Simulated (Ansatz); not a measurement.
# Relaxing HfO2, the end x = 0 of the tetragonal HfO2-TiO2 line (96 atoms), part 2 of 3

Wanted: the relaxed structure of HfO2, the end x = 0 of the tetragonal HfO2-TiO2 line (96 atoms) and its electronic structure.

Ansatz 0.2.0; Kohn-Sham DFT, PBE, PAW (set soft_2), plane waves.

The cell: 32 Hf and 64 O. The host structure and its lattice constant were typed by rule, without a check against the phase diagram. No spin–orbit coupling is included.

So far. Step 3 (Cell and atoms relaxed): The relaxation changed the energy by -10.2 meV/atom, and atoms moved by 0.045 Å r.m.s., 0.086 Å at most.

**4. Local order after relaxation**

Bonds before and after, by the cutoffs listed below:

```csv
pair,bonds before,bonds after,mean before (Å),mean after (Å),spread before (Å),spread after (Å)
O-Hf,256,256,2.231,2.245,0.154,0.175
```

Density 10.2 g/cm³, 11.40 Å³ an atom.

g(r), total and by pair (bins of 0.1 Å):

| r (Å) | total | O-O | O-Hf | Hf-Hf |
| --- | --- | --- | --- | --- |
| 1.95 | 0.00 | 0.00 | 0.00 | 0.00 |
| 2.05 | 5.62 | 0.00 | 12.60 | 0.00 |
| 2.15 | 0.00 | 0.00 | 0.00 | 0.00 |
| 2.25 | 0.00 | 0.00 | 0.00 | 0.00 |
| 2.35 | 0.00 | 0.00 | 0.00 | 0.00 |
| 2.45 | 4.11 | 0.00 | 9.26 | 0.00 |
| 2.55 | 0.00 | 0.00 | 0.00 | 0.00 |
| 2.65 | 5.27 | 11.80 | 0.00 | 0.00 |
| 2.75 | 0.00 | 0.00 | 0.00 | 0.00 |
| 2.85 | 0.00 | 0.00 | 0.00 | 0.00 |
| 2.95 | 0.00 | 0.00 | 0.00 | 0.00 |
| 3.05 | 0.00 | 0.00 | 0.00 | 0.00 |
| 3.15 | 0.00 | 0.00 | 0.00 | 0.00 |
| 3.25 | 2.26 | 5.07 | 0.00 | 0.00 |
| 3.35 | 0.00 | 0.00 | 0.00 | 0.00 |
| 3.45 | 0.00 | 0.00 | 0.00 | 0.00 |
| 3.55 | 0.00 | 0.00 | 0.00 | 0.00 |
| 3.65 | 4.55 | 4.14 | 0.00 | 24.40 |
| 3.75 | 0.00 | 0.00 | 0.00 | 0.00 |
| 3.85 | 0.00 | 0.00 | 0.00 | 0.00 |
| 3.95 | 0.00 | 0.00 | 0.00 | 0.00 |
| 4.05 | 1.46 | 0.00 | 3.28 | 0.00 |
| 4.15 | 4.20 | 3.20 | 6.26 | 0.00 |
| 4.25 | 0.00 | 0.00 | 0.00 | 0.00 |
| 4.35 | 2.59 | 0.00 | 5.82 | 0.00 |
| 4.45 | 2.42 | 5.44 | 0.00 | 0.00 |
| 4.55 | 0.00 | 0.00 | 0.00 | 0.00 |
| 4.65 | 1.13 | 0.00 | 2.54 | 0.00 |
| 4.75 | 0.00 | 0.00 | 0.00 | 0.00 |
| 4.85 | 0.00 | 0.00 | 0.00 | 0.00 |
| 4.95 | 0.00 | 0.00 | 0.00 | 0.00 |
| 5.05 | 1.41 | 2.11 | 0.00 | 4.23 |
| 5.15 | 0.00 | 0.00 | 0.00 | 0.00 |
| 5.25 | 0.65 | 0.98 | 0.00 | 1.96 |
| 5.35 | 0.85 | 1.92 | 0.00 | 0.00 |
| 5.45 | 1.76 | 0.00 | 3.95 | 0.00 |
| 5.55 | 0.68 | 0.00 | 1.53 | 0.00 |
| 5.65 | 0.76 | 0.00 | 1.71 | 0.00 |
| 5.75 | 2.95 | 6.64 | 0.00 | 0.00 |
| 5.85 | 1.41 | 0.00 | 3.17 | 0.00 |
| 5.95 | 0.00 | 0.00 | 0.00 | 0.00 |
| 6.05 | 1.32 | 2.97 | 0.00 | 0.00 |
| 6.15 | 0.00 | 0.00 | 0.00 | 0.00 |
| 6.25 | 1.23 | 0.00 | 0.00 | 11.10 |

Bonds by pair of elements; cutoffs follow the first minimum of g(r), held within bounds set by covalent radii, and pairs that aren't listed don't count as bonded:

| pair A-B | cutoff (Å) | bonds | mean length (Å) | spread (Å) | shortest (Å) | B about A | A about B |
| --- | --- | --- | --- | --- | --- | --- | --- |
| O-Hf | 2.82 | 256 | 2.25 | 0.175 | 2.07 | 4 | 8 |

How many atoms have how many bonded neighbours:

```
element  mean   4   8
     Hf     8   0  32
      O     4  64   0
```

Bond angles, per cent of each kind in bins of 5°:

```csv
angle (°),O-Hf-O,Hf-O-Hf
70–75,42.9,0.0
75–80,0.0,0.0
80–85,0.0,0.0
85–90,0.0,0.0
90–95,0.0,0.0
95–100,7.1,16.7
100–105,14.3,0.0
105–110,0.0,66.7
110–115,0.0,0.0
115–120,14.3,0.0
120–125,7.1,16.7
125–130,0.0,0.0
130–135,0.0,0.0
135–140,0.0,0.0
140–145,0.0,0.0
145–150,0.0,0.0
150–155,0.0,0.0
155–160,0.0,0.0
160–165,0.0,0.0
165–170,14.3,0.0
```

Bond angles (no mean is given where the spread exceeds 20°):

```csv
angle,count,mean (°),spread (°)
O-Hf-O,896,-,-
Hf-O-Hf,384,109,7.2
```

First main peaks of g(r), for some of the pairs, lie near 2.62 Å (O-O), 2.08 Å (O-Hf) and 3.66 Å (Hf-Hf). With the cutoffs above, all Hf atoms have 8 and all O atoms have 4 bonded neighbours.

**5. Single point at the relaxed geometry**

The electronic structure is read at the final geometry, in a run of its own.

input.yaml

```yaml
crystal:
  lattice:
    - [10.19486, 6.0e-05, 0.00452]
    - [6.0e-05, 10.19488, 0.0013]
    - [0.00466, 0.00134, 10.5289]
  atoms:
    - { symbol: Hf, position: [0.25033, 0.37466, 0.1252] }
    - { symbol: Hf, position: [0.24933, 0.12535, 0.37524] }
    - { symbol: O, position: [0.1253, 0.99961, 0.02862] }
    - { symbol: O, position: [0.12496, 0.99985, 0.27863] }
    [... 86 atom lines left out ...]
    - { symbol: Hf, position: [0.50015, 0.62627, 0.62529] }
    - { symbol: Hf, position: [0.50095, 0.87512, 0.87524] }
    - { symbol: O, position: [0.87455, 0.75025, 0.52864] }
    - { symbol: O, position: [0.87554, 0.75048, 0.77863] }
    - { symbol: O, position: [0.62508, 0.74956, 0.97186] }
    - { symbol: O, position: [0.62534, 0.75075, 0.72184] }
kpoints:
  mp_grid: { grid: [2, 2, 2] }
hamiltonian:
  xc: pbe
scf:
  occupations: { method: fermi_dirac, width: 0.025 }
output:
  forces: true
  stress: true
  populations: true
  dos:
    method: { smearing: { sigma: 0.08 } }
    de: 0.05
    projected: { site_lists: { Hf: [Hf], O: [O] } }
  eigenvalues: true
  write_density: true
  write_potential: true
  volumetric_format: npy
```

On the command line:

```sh
$ ansatz run input.yaml --threads 11 --pin off --max-ram 102400MiB --backend cuda --events-out ev --progress --plain --runs-dir out
```

Numbers of over 12 decimals in the logs are rounded to 6 here.

The program printed:

```text
[...]
GPU FFT provider: cuFFT
GPU libraries: cuBLAS 13.8.2, cuFFT 12.4.0, cuSOLVER 12.3.4
Crystal: 96 atoms, lattice volume = 1094.325 Å³
Basis set: ecut = 420 eV, 21375 PW (Γ), exchange–correlation on 144×144×144 points (8 copies of the dense FFT grid, shifted against one another)
Bands: 730, of which v1, the nominal top of the filled ones, is band 608 counted from 1 (607 counted from 0)
Symmetry: 1 space group operations
[...]
k-points: 8
[...]
GPU buffer pool allocated for 373248 grid points (all kernels)
[...]
SCF iter   1: F=—  HF=-539568.608171 eV  |F-HF|=—  |Δ(HF+E_count)|=         —  Δρ=3.04e-3  dr2=2.59e-2  ethr=1.77e-3  ⟨swp⟩=5.4  Hψ=18220  notcnv=0  defer=248
[...]
SCF iter   8: F=-539568.635856 eV  HF=-539568.635856 eV  |F-HF|=1.08e-8  |Δ(HF+E_count)|=   1.25e-6  Δρ=2.05e-6  dr2=3.73e-8  ethr=8.22e-12  ⟨swp⟩=12.8  Hψ=45254  notcnv=0
SCF 1 converged in 8 iterations: F = -539568.635856 eV  dr2 = 3.73e-8
[...]
SCF converged after 8 iterations
Free energy (F): -539568.635856 eV
[...]
Internal energy: -539568.635856 eV  (E = F + TS)
E sigma→0 (E₀):  -539568.635856 eV
Fermi energy:    16.704233 eV
[...]
--- Forces (eV/Å), atoms counted from 1 ---
  atom   1  Hf     0.00016258    -0.00118715     0.00053979
  atom   2  Hf     0.00034676    -0.00095995     0.00038213
  atom   3  O     -0.00063125    -0.00020810    -0.00086276
  atom   4  O     -0.00087144     0.00111509    -0.00047251
  atom   5  O      0.00019836     0.00063690    -0.00006903
  atom   6  O      0.00055435     0.00030964    -0.00111462
  atom   7  Hf    -0.00015190     0.00180549     0.00131906
  atom   8  Hf    -0.00082979    -0.00077680    -0.00073299
  atom   9  O     -0.00090513     0.00046430     0.00049678
  atom  10  O      0.00069034     0.00092464     0.00050539
  atom  11  O      0.00103305     0.00076453     0.00007496
  atom  12  O      0.00020406     0.00044818    -0.00074965
  atom  13  Hf    -0.00105173    -0.00126423    -0.00020008
  atom  14  Hf     0.00013753     0.00084642    -0.00015014
[...]
atom  95  O      0.00153706    -0.00002370    -0.00033794
  atom  96  O      0.00029708     0.00071246     0.00089530
  max |Σ_I F_I| component: 2.41e-5 eV/Å
--- Stress (GPa, compression-positive) ---
        0.001991       0.000004      -0.000618
        0.000004       0.001245      -0.000031
       -0.000618      -0.000031       0.001988
  P = ⅓ Tr σ = 0.0017 GPa (0.017 kbar)
--- Band table (eV; the first three rows and the last of 8) ---
[...]
--- Löwdin populations: 96 sites ---
  site symbol       q [e]
     0     Hf     24.5516
     1     Hf     24.5516
     2      O      6.6773
[...]
95      O      6.6774
  spilling = 0.002462 (of n_electrons = 1216.000000)
```

Elapsed: 6.3 s, on 1 × NVIDIA H100 80GB HBM3 with 11 threads of AMD EPYC 7R13 (Zen 3), shared host; peak memory 3.6 GiB; 23 s of CPU time.

That memory is the host's; the program planned up to 37.7 GiB on the GPU.

Read from the output:

```
free energy                                      : -539568.6359 eV
free energy per atom                             : -5620.5066 eV/atom
SCF cycles                                       : 8
pressure                                         : 0.001741 GPa
r.m.s. force component                           : 0.00072 eV/Å
longest force                                    : 0.00246 eV/Å
Fermi energy                                     : 16.7 eV
gap (highest filled to lowest empty level) : 4.671 eV
spilling of the projection                       : 0.002462
```

Löwdin charges by element (they lack the spilled electrons, 0.031 e an atom on average):

```csv
element,coordination,atoms,mean charge (e),spread,least,most
Hf,all,32,1.45,1.0e-4,1.45,1.45
O,all,64,-0.677,1.0e-4,-0.678,-0.677
```

States in the cell by windows of 1 eV, zero at the Fermi level; the larger projections on atomic orbitals stand beside the total:

```csv
from (eV),to (eV),total,O p,Hf d
-10,-8,0.0,0.0,0.0
-8,-7,10.6,7.0,2.6
-7,-6,76.9,54.3,19.0
-6,-5,84.2,65.0,14.2
-5,-4,57.4,48.0,6.3
-4,-3,97.9,85.2,9.2
-3,-2,56.9,53.0,2.5
-2,2,0.0,0.0,0.0
2,3,26.7,2.4,23.0
3,4,101.4,12.2,85.1
4,5,32.3,2.1,20.9
```

Between -26 and -10 eV lie 576 more states.

The stored curve holds about 960 of the 1216 electrons; the rest, give or take the few that broadening carries across the Fermi level, lie in deeper levels below its range.

The levels nearest the highest filled one (over half full), pooled over k-points and spins:

| level less the highest filled one (eV) | occupation |
| --- | --- |
| -0.0325 | 2 |
| -0.0322 | 2 |
| -0.0321 | 2 |
| -0.0321 | 2 |
| -2.0e-4 | 2 |
| 0 | 2 |
| 4.67 | 0 |
| 4.69 | 0 |
| 4.86 | 0 |
| 4.86 | 0 |
| 4.98 | 0 |
| 4.98 | 0 |

Electrostatic potential energy in the ac plane at fractional y = 0.000, with atoms of O within 0.2 Å of it. With pseudopotentials it is smooth inside the atoms' cores, unlike the true potential.

Ten even steps from '0' (-34 eV) to '9' (18 eV), each cell a mean:
```
99866999950039999767999820169
99999999974369999999999953489
89999998999999889999988999999
99877999999999999878999999999
99411599999999997203899999999
99401599973269997202899952489
99866999950039999767999820169
99999999974369999999999953489
89999998999999899999988999999
99877998999999999878999999999
99411699999999997203899999999
99401599973269997102899952489
99866999950039999767999820169
99999999974369999999999953489
89999998999999889999988999999
99877999999999999878999999999
99411599999999997203899999999
99401599973269997102899952489
99866999950039999767999820169
99999999974369999999999953489
89999998999999889999988999999
99877999999999999878999999999
99411599999999997213899999999
99401599973269997102899952489
```
Columns run along a (10.2 Å; values clipped at the 3rd and 97th percentile), rows up along c (10.5 Å). Atoms in or near the plane, at fractional coordinates: O at (0.13, 0.03), O at (0.12, 0.28), O at (0.37, 0.47), O at (0.38, 0.22), O at (0.12, 0.53), O at (0.13, 0.78), O at (0.38, 0.97), O at (0.38, 0.72), O at (0.63, 0.03), O at (0.62, 0.28), O at (0.87, 0.47), O at (0.88, 0.22), O at (0.62, 0.53), O at (0.63, 0.78) and more.

Valence density in the ac plane at fractional y = 0.000, with atoms of O within 0.2 Å of it. It is the smooth field of the valence electrons, not physical close to the nuclei.

Values in e/Å³, 13 rows by 16 columns, each cell a mean:
```
0.2 0.7 1.0 0.3 0.3 3.2 4.6 0.7 0.2 0.7 1.0 0.3 0.4 3.2 4.6 0.7
0.2 0.4 0.5 0.2 0.2 0.4 0.5 0.2 0.2 0.4 0.5 0.2 0.2 0.4 0.4 0.2
0.3 3.1 4.5 0.8 0.2 0.7 1.0 0.3 0.3 3.1 4.6 0.7 0.2 0.7 1.0 0.3
0.2 1.4 2.1 0.4 0.3 3.5 5.0 0.8 0.2 1.4 2.1 0.4 0.4 3.5 5.0 0.8
0.1 0.2 0.3 0.2 0.2 0.8 1.0 0.3 0.1 0.2 0.3 0.2 0.2 0.8 1.0 0.3
0.3 2.4 3.3 0.6 0.2 0.4 0.5 0.2 0.3 2.4 3.3 0.6 0.2 0.4 0.5 0.2
0.3 2.4 3.3 0.6 0.3 3.2 4.5 0.7 0.3 2.4 3.4 0.5 0.4 3.2 4.5 0.7
0.1 0.2 0.3 0.2 0.2 1.5 2.0 0.4 0.1 0.2 0.3 0.2 0.3 1.5 2.0 0.4
0.3 1.5 2.0 0.4 0.1 0.2 0.3 0.2 0.3 1.5 2.0 0.4 0.1 0.2 0.3 0.2
0.3 3.2 4.5 0.7 0.3 2.4 3.4 0.6 0.3 3.2 4.6 0.7 0.3 2.4 3.4 0.6
0.2 0.4 0.5 0.2 0.3 2.3 3.3 0.6 0.2 0.4 0.5 0.2 0.3 2.3 3.3 0.6
0.2 0.7 1.0 0.3 0.1 0.2 0.3 0.2 0.2 0.7 1.0 0.3 0.1 0.2 0.3 0.2
0.4 3.5 5.1 0.8 0.2 1.4 2.0 0.4 0.4 3.5 5.2 0.7 0.2 1.4 2.0 0.4
```
Columns run along a (10.2 Å), rows up along c (10.5 Å). Atoms in or near the plane, at fractional coordinates: O at (0.13, 0.03), O at (0.12, 0.28), O at (0.37, 0.47), O at (0.38, 0.22), O at (0.12, 0.53), O at (0.13, 0.78), O at (0.38, 0.97), O at (0.38, 0.72), O at (0.63, 0.03), O at (0.62, 0.28), O at (0.87, 0.47), O at (0.88, 0.22), O at (0.62, 0.53), O at (0.63, 0.78) and more.

Mean Löwdin charges: Hf +1.45, O -0.68 e. The largest share in the top eV of filled states is O p (92 % of the projected weight), and in the lowest eV of empty states Hf d (87 % of the projected weight).

The surroundings of O27, picked at random, nearest first, numbered as they follow in the input and with coordinates relative to it.

```
atom      x      y      z  distance (Å)  bonds  Löwdin charge (e)
 O27   0.00   0.00   0.00          0.00      4              -0.68
Hf31  -1.27   1.28   1.01          2.07      8               1.45
 Hf1   1.28  -1.27   1.02          2.07      8               1.45
Hf20  -1.27  -1.27  -1.62          2.41      8               1.45
Hf38   1.28   1.28  -1.61          2.43      8               1.45
 O23   0.00  -2.55  -0.60          2.62      4              -0.68
 O89  -2.55   0.00  -0.60          2.62      4              -0.68
 O47   0.00   2.55  -0.60          2.62      4              -0.68
 O41   2.55   0.00  -0.60          2.62      4              -0.68
 O28   0.00   0.00   2.63          2.63      4              -0.68
 O40   0.00   0.01  -2.63          2.63      4              -0.68
```

The column of bonds counts only the pairs O-Hf within 2.82 Å; other neighbours, such as metal atoms beside each other in a compound, aren't counted, and periodic images can show an atom twice.

**6. K-mesh 3×3×2**

Large cells are often run on few k-points; this run checks whether the reference had enough.

input.yaml, as its differences from that of step 5:

```diff
@@ -8,3 +8,3 @@
 kpoints:
-  mp_grid: { grid: [2, 2, 2] }
+  mp_grid: { grid: [3, 3, 2] }
 hamiltonian:
@@ -22,4 +22 @@
   eigenvalues: true
-  write_density: true
-  write_potential: true
-  volumetric_format: npy
```

The program printed:

```text
[...]
GPU FFT provider: cuFFT
GPU libraries: cuBLAS 13.8.2, cuFFT 12.4.0, cuSOLVER 12.3.4
Crystal: 96 atoms, lattice volume = 1094.325 Å³
Basis set: ecut = 420 eV, 21375 PW (Γ), exchange–correlation on 144×144×144 points (8 copies of the dense FFT grid, shifted against one another)
Bands: 730, of which v1, the nominal top of the filled ones, is band 608 counted from 1 (607 counted from 0)
Symmetry: 1 space group operations
[...]
k-points: 10 of 18 (time reversal used)
[...]
GPU buffer pool allocated for 373248 grid points (all kernels)
[...]
SCF iter   1: F=—  HF=-539568.611689 eV  |F-HF|=—  |Δ(HF+E_count)|=         —  Δρ=3.04e-3  dr2=2.60e-2  ethr=1.77e-3  ⟨swp⟩=5.9  Hψ=22966  notcnv=0  defer=344
[...]
SCF iter   7: F=—  HF=-539568.638466 eV  |F-HF|=—  |Δ(HF+E_count)|=   4.73e-6  Δρ=1.00e-5  dr2=7.76e-7  ethr=3.54e-10  ⟨swp⟩=2.0  Hψ=10992  notcnv=0  defer=511
SCF iter   8: F=-539568.638467 eV  HF=-539568.638467 eV  |F-HF|=1.93e-8  |Δ(HF+E_count)|=   2.50e-7  Δρ=2.29e-6  dr2=4.23e-8  ethr=8.22e-12  ⟨swp⟩=9.1  Hψ=35754  notcnv=0
SCF 1 converged in 8 iterations: F = -539568.638467 eV  dr2 = 4.23e-8
[...]
SCF converged after 8 iterations
Free energy (F): -539568.638467 eV
[...]
Internal energy: -539568.638467 eV  (E = F + TS)
E sigma→0 (E₀):  -539568.638467 eV
Fermi energy:    16.708367 eV
[...]
Σ components = -539568.638467   (vs F -539568.638467, Δ=0.00e0)
--- Forces (eV/Å), atoms counted from 1 ---
  atom   1  Hf     0.00017133    -0.00121031     0.00055464
  atom   2  Hf     0.00033678    -0.00094624     0.00037201
  atom   3  O     -0.00065506    -0.00020583    -0.00090596
  atom   4  O     -0.00089642     0.00110829    -0.00051510
[...]
atom  96  O      0.00032211     0.00071126     0.00093641
  max |Σ_I F_I| component: 2.13e-5 eV/Å
--- Stress (GPa, compression-positive) ---
        0.003088       0.000026      -0.000584
        0.000026       0.002547      -0.000008
       -0.000584      -0.000008      -0.001032
  P = ⅓ Tr σ = 0.0015 GPa (0.015 kbar)
--- Band table (eV; the first three rows and the last of 10) ---
[...]
--- Löwdin populations: 96 sites ---
  site symbol       q [e]
     0     Hf     24.5516
     1     Hf     24.5517
     2      O      6.6773
[...]
95      O      6.6774
  spilling = 0.002462 (of n_electrons = 1216.000000)
```

Wall time 8.3 s (1 × NVIDIA H100 80GB HBM3 with 11 threads); peak memory 4.4 GiB; 42 s of CPU time.

That memory is the host's; the program planned up to 56.1 GiB on the GPU.

Geometry and reference: those of the single point at the relaxed geometry.

Forces differ from those of the single point at the relaxed geometry by 0.025 meV/Å r.m.s.

**7. Coarser k-mesh (Γ alone)**

 Besides, the k-mesh goes from 2×2×2 to 1×1×1.

input.yaml, as its differences from that of step 6:

```diff
@@ -8,3 +8,3 @@
 kpoints:
-  mp_grid: { grid: [3, 3, 2] }
+  mp_grid: { grid: [1, 1, 1] }
 hamiltonian:
```

The program printed:

```text
[...]
GPU FFT provider: cuFFT
GPU libraries: cuBLAS 13.8.2, cuFFT 12.4.0, cuSOLVER 12.3.4
Crystal: 96 atoms, lattice volume = 1094.325 Å³
Basis set: ecut = 420 eV, 21375 PW (Γ), exchange–correlation on 144×144×144 points (8 copies of the dense FFT grid, shifted against one another)
Bands: 730, of which v1, the nominal top of the filled ones, is band 608 counted from 1 (607 counted from 0)
Symmetry: 1 space group operations
[...]
k-points: 1
[...]
GPU buffer pool allocated for 373248 grid points (all kernels)
[...]
SCF iter   1: F=—  HF=-539567.913596 eV  |F-HF|=—  |Δ(HF+E_count)|=         —  Δρ=3.03e-3  dr2=3.14e-2  ethr=1.77e-3  ⟨swp⟩=5.0  Hψ=2327  notcnv=0  defer=38
[...]
SCF iter   7: F=—  HF=-539567.938283 eV  |F-HF|=—  |Δ(HF+E_count)|=   8.50e-6  Δρ=8.22e-6  dr2=4.69e-7  ethr=4.43e-10  ⟨swp⟩=2.0  Hψ=1094  notcnv=0  defer=57
SCF iter   8: F=-539567.938285 eV  HF=-539567.938285 eV  |F-HF|=7.80e-9  |Δ(HF+E_count)|=   1.19e-6  Δρ=1.52e-6  dr2=1.84e-8  ethr=8.22e-12  ⟨swp⟩=10.0  Hψ=3181  notcnv=0
SCF 1 converged in 8 iterations: F = -539567.938285 eV  dr2 = 1.84e-8
[...]
SCF converged after 8 iterations
Free energy (F): -539567.938285 eV
[...]
Internal energy: -539567.938285 eV  (E = F + TS)
E sigma→0 (E₀):  -539567.938285 eV
Fermi energy:    16.704841 eV
[...]
Σ components = -539567.938285   (vs F -539567.938285, Δ=0.00e0)
--- Forces (eV/Å), atoms counted from 1 ---
  atom   1  Hf     0.00006911    -0.00105955     0.00049485
  atom   2  Hf     0.00025797    -0.00011357     0.00033980
  atom   3  O     -0.00093710    -0.00070259     0.05051130
  atom   4  O     -0.00074308     0.00111169     0.05091037
[...]
atom  96  O     -0.00015335     0.00132730    -0.05047149
  max |Σ_I F_I| component: 5.28e-5 eV/Å
--- Stress (GPa, compression-positive) ---
       -0.088875       0.000012       0.001080
        0.000012      -0.089461       0.000440
        0.001080       0.000440       0.576777
  P = ⅓ Tr σ = 0.1328 GPa (1.328 kbar)
--- Band table (eV) ---
[...]
--- Löwdin populations: 96 sites ---
  site symbol       q [e]
     0     Hf     24.5417
     1     Hf     24.5418
     2      O      6.6816
[...]
95      O      6.6817
  spilling = 0.002497 (of n_electrons = 1216.000000)
```

It took 2.5 s on 1 × NVIDIA H100 80GB HBM3 with 11 threads; peak memory 1.2 GiB.

That memory is the host's; the program planned up to 4.6 GiB on the GPU.

Geometry and reference: those of the single point at the relaxed geometry.

Forces differ from those of the single point at the relaxed geometry by 24 meV/Å r.m.s.; the energy by +7.3 meV/atom, the pressure by +0.13 GPa and the gap by -0.0094 eV.

[end of part 2 of 3]

[Logs are printed without paths, hosts, clocks, repeated set-up lines and the standing remarks that a program may print on its own settings, such as how far it seeks lower states.]

[Hosts, paths, dates, database ids (printed as entryN), source tags and the programs' standing remarks are cut or masked in the printed files.]
